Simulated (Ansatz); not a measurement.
Crystal: Al2Pt.

```xyz
3
Lattice="0.0000 2.9550 2.9550 2.9550 0.0000 2.9550 2.9550 2.9550 0.0000" Properties=species:S:1:pos:R:3 pbc="T T T"
Pt    0.0000    0.0000    0.0000
Al    4.4325    4.4325    4.4325
Al    1.4775    1.4775    1.4775
```

Program: Ansatz 0.2.0. Alike in all runs: potentials or basis all-electron LAPW, scalar-relativistic; no spin polarisation; cell as given; smearing fermi-dirac 0.05 eV.

Q: Order these runs on this cell by their pressure, lowest first.
A. level PBEsol; k mesh 6 × 6 × 6; cutoff (eV) 236; basis error allowed 0.002 eV/atom
B. level LDA; k mesh 8 × 8 × 8; cutoff (eV) 236; basis error allowed 0.002 eV/atom
C. level PBE; k mesh 8 × 8 × 8; cutoff (eV) 257; basis error allowed 0.001 eV/atom

A: B (-3.9 GPa), A (-1.0 GPa), C (2.5 GPa).

Caveats: the k mesh is thin for a metal, which can move the energy by tens of meV per atom (some runs).

Not every run made on this cell is shown here.
